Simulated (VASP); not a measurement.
Input of a VASP 6.6.1 run:

File INCAR:

```
PREC = Accurate
ENCUT = 520
EDIFF = 1E-7
ISMEAR = -1
SIGMA = 0.1
LREAL = F
LASPH = T
NELM = 60
ALGO = Fast
ISIF = 2
LWAVE = F
LCHARG = T
GGA = PS
LELF = T
LVHAR = T
NBANDS = 12
```

KPOINTS

```
Automatic mesh
0
Gamma
  21 21 21
```

POSCAR

```
Nb
1.0
    0.0000000000      2.0865633525      2.0865633525
    2.0865633525      0.0000000000      2.0865633525
    2.0865633525      2.0865633525      0.0000000000
Nb
1
Direct
    0.0000000000      0.0000000000      0.0000000000
```

Potentials or basis: VASP PAW PBE potentials, release 64 (Nb_sv).

Command:

```bash
$ cat potpaw_PBE.64/Nb_sv/POTCAR > POTCAR
$ mpirun -np 1 vasp_std > vasp.out
```

Task: Estimate the band gap on the k mesh.

Result: None (metal or under the smearing width).

Task: What does it give for the pressure?

Result: -0.5 GPa.

Caveat: the PAW data sets were made with another functional, which shifts forces and pressure a little.
